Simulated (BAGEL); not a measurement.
**C4H6 (cyclobutene) at 6 levels**

Aim: a comparison of 6 runs (HF/STO-3G, HF/3-21G, PBE0/def2-SVP, RI-MP2/3-21G, RI-MP2/cc-pVTZ) of C4H6 (cyclobutene). 

Program for the calculation: BAGEL 1.2.2.

## 1. The system as given

The species is C4H6 (10 atoms), meant as a singlet with charge 0. SMILES: `C1=CCC1`. The coordinates come from a PBE0-D4/def2-TZVP relaxation.

Bond lengths: C1–C2 1.334 Å, C2–C3 1.508 Å, C1–C4 1.508 Å, C3–C4 1.558 Å, C1–H5 1.084 Å, C2–H6 1.084 Å, C3–H7 1.093 Å, C3–H8 1.094 Å, C4–H9 1.093 Å, C4–H10 1.094 Å. Some angles: C1–C2–C3 94.3°, C2–C1–C4 94.3°, C2–C3–C4 85.7°, C1–C4–C3 85.7°, C1–C2–H6 133.5°, C3–C2–H6 132.2°, C2–C1–H5 133.5°, C4–C1–H5 132.2°, C2–C3–H7 115.8°, C2–C3–H8 115.8°.

## 2. The energy at HF/STO-3G (run 1)

The input, input.json:

```json
{ "bagel": [

{
  "title": "molecule",
  "basis": "sto-3g",
  "df_basis": "qzvpp-jkfit",
  "angstrom": true,
  "geometry": [
    { "atom": "C", "xyz": [   -0.330000,    1.010500,   -0.386400 ] },
    { "atom": "C", "xyz": [   -1.095000,    0.121800,    0.249600 ] },
    { "atom": "C", "xyz": [    0.015700,   -0.884200,    0.415100 ] },
    { "atom": "C", "xyz": [    0.909300,    0.154000,   -0.327900 ] },
    { "atom": "H", "xyz": [   -0.516400,    1.994800,   -0.800900 ] },
    { "atom": "H", "xyz": [   -2.137500,    0.111500,    0.547000 ] },
    { "atom": "H", "xyz": [   -0.118800,   -1.833400,   -0.110700 ] },
    { "atom": "H", "xyz": [    0.317500,   -1.095900,    1.444600 ] },
    { "atom": "H", "xyz": [    1.737300,    0.553600,    0.264000 ] },
    { "atom": "H", "xyz": [    1.301000,   -0.184000,   -1.291300 ] }
  ]
},
{
  "title": "hf",
  "df": false
},
{
  "title": "print",
  "file": "orbitals.molden",
  "orbitals": true
}

]}
```

The run is started by

```sh
$ BAGEL_NUM_THREADS=1 BAGEL input.json > input.out
```

The log of the run:

```text
* using 1 threads per process

  ===============================================================
  ===============================================================

  *** Geometry ***

  { "atom" : "C", "xyz" : [     -0.623610,      1.909568,     -0.730190 ] },
  { "atom" : "C", "xyz" : [     -2.069250,      0.230169,      0.471676 ] },
  { "atom" : "C", "xyz" : [      0.029669,     -1.670896,      0.784425 ] },
[... 6 lines of this table left out ...]
  { "atom" : "H", "xyz" : [      2.458534,     -0.347710,     -2.440203 ] },

  Number of auxiliary basis functions:      408

  Since a DF basis is specified, we compute 2- and 3-index integrals:
    o Being stored without compression. Storage requirement is 0.002 GB

  Number of basis functions:       26
  Number of electrons      :       30

    * METHOD: MOLECULE                             0.15

  *** RHF ***

  === Nuclear Repulsion ===
   113.6949357579

      * DIIS with orbital gradients will be used.

  === RHF iteration (sto-3g) ===
      0       -152.66968214          0.03374445           0.10
      1       -153.01239816          0.00974342           0.10
      2       -153.03560664          0.00378232           0.09
[... 10 lines of this table left out ...]
     13       -153.03906802          0.00000001           0.08
    * SCF iteration converged.

    * Permanent dipole moment:
           (   -0.014579,     0.011564,    -0.001402) a.u.

    * METHOD: HF                                   1.32

    * METHOD: PRINT                                0.00

  ===============================================================
```

It took 1.7 s on 1 thread of Intel Xeon Platinum 8259CL at 2.50GHz (Skylake/Cascade Lake), shared host; peak memory 0.26 GiB.

## 3. A single-point energy at HF/STO-3G (DC, density fitting with AutoAux) (run 2)

The input, input.json:

```json
{ "bagel" : [

{
  "title" : "molecule",
  "basis" : "sto-3g",
  "df_basis" : "sto-3g-autoaux.json",
  "cartesian" : true,
  "finite_nucleus" : true,
  "geometry" : [
    { "atom" : "C", "xyz" : [ -0.62360962,  1.90956825, -0.73019017 ] },
    { "atom" : "C", "xyz" : [ -2.06925011,  0.23016864,  0.47167564 ] },
    { "atom" : "C", "xyz" : [  0.02966870, -1.67089584,  0.78442531 ] },
    { "atom" : "C", "xyz" : [  1.71832797,  0.29101782, -0.61964120 ] },
    { "atom" : "H", "xyz" : [ -0.97585457,  3.76962567, -1.51348165 ] },
    { "atom" : "H", "xyz" : [ -4.03928959,  0.21070446,  1.03368019 ] },
    { "atom" : "H", "xyz" : [ -0.22449946, -3.46462388, -0.20919268 ] },
    { "atom" : "H", "xyz" : [  0.59998804, -2.07095086,  2.72989836 ] },
    { "atom" : "H", "xyz" : [  3.28302120,  1.04615238,  0.49888770 ] },
    { "atom" : "H", "xyz" : [  2.45853369, -0.34770961, -2.44020334 ] }
  ]
},
{
  "title" : "hf"
},
{
  "title" : "dhf",
  "gaunt" : false,
  "breit" : false,
  "maxiter" : 100
}

]}
```

The basis set STO-3G is read from a file made from the Basis Set Exchange's data (not shown).

The run is started by

```sh
$ BAGEL_NUM_THREADS=1 BAGEL input.json > input.out
```

The log of the run:

```text
* using 1 threads per process

  ===============================================================
  ===============================================================

  Cartesian basis functions are used
  *** Geometry ***

[... 46 lines left out ...]
imaginary part of energy is nonzero!! Perhaps Fock is not Hermite for some reasons 1.870146892e-11
[... 5 lines left out ...]
imaginary part of energy is nonzero!! Perhaps Fock is not Hermite for some reasons 1.071279136e-11
[... 5 lines left out ...]
    * SCF iteration converged.
[... 1 line left out ...]
    * Permanent dipole moment: Dirac Hartree-Fock
           (   -0.014823,     0.011757,    -0.001425) a.u.

    * METHOD: DHF                                  5.27

  ===============================================================
```

Run time: 5.7 s. Hardware: 1 thread of Intel Xeon Platinum 8259CL at 2.50GHz (Skylake/Cascade Lake), shared host; peak memory 0.26 GiB.

Runs 3 to 5 aren't shown in full; the table further down has their settings and results.

## 4. The energy at RI-MP2/cc-pVTZ (density fitting with qzvpp-jkfit) (run 6)

The input, calc.json:

```json
{ "bagel": [

{
  "title": "molecule",
  "basis": "cc-pvtz.json",
  "df_basis": "qzvpp-jkfit",
  "angstrom": false,
  "geometry": [
    { "atom": "C", "xyz": [ -0.62360962,  1.90956825, -0.73019017 ] },
    { "atom": "C", "xyz": [ -2.06925011,  0.23016864,  0.47167564 ] },
    { "atom": "C", "xyz": [  0.02966870, -1.67089584,  0.78442531 ] },
    { "atom": "C", "xyz": [  1.71832797,  0.29101782, -0.61964120 ] },
    { "atom": "H", "xyz": [ -0.97585457,  3.76962567, -1.51348165 ] },
    { "atom": "H", "xyz": [ -4.03928959,  0.21070446,  1.03368019 ] },
    { "atom": "H", "xyz": [ -0.22449946, -3.46462388, -0.20919268 ] },
    { "atom": "H", "xyz": [  0.59998804, -2.07095086,  2.72989836 ] },
    { "atom": "H", "xyz": [  3.28302120,  1.04615238,  0.49888770 ] },
    { "atom": "H", "xyz": [  2.45853369, -0.34770961, -2.44020334 ] }
  ]
},
{ "title": "hf" },
{ "title": "mp2", "ncore": 4 }

]}
```

The basis set cc-pVTZ is read from a file made from the Basis Set Exchange's data (not shown).

The run is started by

```sh
$ BAGEL_NUM_THREADS=1 BAGEL calc.json > calc.out
```

The log of the run:

```text
* using 1 threads per process

  ===============================================================
  ===============================================================

  *** Geometry ***

  { "atom" : "C", "xyz" : [     -0.623610,      1.909568,     -0.730190 ] },
  { "atom" : "C", "xyz" : [     -2.069250,      0.230169,      0.471676 ] },
  { "atom" : "C", "xyz" : [      0.029669,     -1.670896,      0.784425 ] },
[... 6 lines of this table left out ...]
  { "atom" : "H", "xyz" : [      2.458534,     -0.347710,     -2.440203 ] },

[... 23 lines left out ...]
    * SCF iteration converged.
[... 1 line left out ...]
    * Permanent dipole moment:
[... 2 lines left out ...]
    * METHOD: HF                                   2.38

  *** RHF ***

  === Nuclear Repulsion ===
   113.6949357623

      * DIIS with orbital gradients will be used.

  === RHF iteration (cc-pvtz.json) ===
      0       -154.95325444          0.00000000           0.15
    * SCF iteration converged.

    * Permanent dipole moment:
           (   -0.020003,     0.015865,    -0.001925) a.u.

  === DF-MP2 calculation ===

    * freezing 4 orbitals
    * 3-index integral transformation done
    * assembly done

      MP2 correlation energy:   -0.6586594242      0.16

      MP2 total energy:       -155.6119138679

    * METHOD: MP2                                  0.55

  ===============================================================
```

It took 3.9 s on 1 thread of Intel Xeon Platinum 8259CL at 2.50GHz (Skylake/Cascade Lake), shared host; peak memory 0.26 GiB.

## 5. All runs side by side

```csv
run,level,integral approximation,Cartesian functions,energy (Eh),dipole moment (D),wall time
1,HF/STO-3G,none,no,-153.039068,0.05,1.7 s
2,"HF/STO-3G (DC, density fitting with AutoAux)",AutoAux,yes,-153.088822,0.05,5.7 s
3,HF/3-21G,none,no,-154.028353,0.08,2.3 s
4,PBE0/def2-SVP (density fitting with qzvpp-jkfit),qzvpp-jkfit,no,-155.670203,0.17,11 s
5,"RI-MP2/3-21G (density fitting with svp-jkfit, cc-pvtz-ri for correlation)",svp-jkfit,no,-154.382934,–,1.1 s
6,RI-MP2/cc-pVTZ (density fitting with qzvpp-jkfit),qzvpp-jkfit,no,-155.611914,–,3.9 s
```

## 6. What came out

| quantity | value |
| --- | --- |
| run 6: total energy | -155.61191 Eh |
| run 6: correlation energy (4 core orbitals frozen) | -658.7 mEh |

What this shows: Over runs 1, 2, 3, 4 the dipole moment (its size) runs from 0.05 D (HF/STO-3G) to 0.17 D (PBE0/def2-SVP). The two ends differ in method and basis. Over runs 1, 3, 4 the HOMO–LUMO gap runs from 7.80 eV (PBE0/def2-SVP) to 16.74 eV (HF/STO-3G). In runs 1, 2 the basis is minimal, so the values are rough. All runs together took 26 s, the longest 11 s.
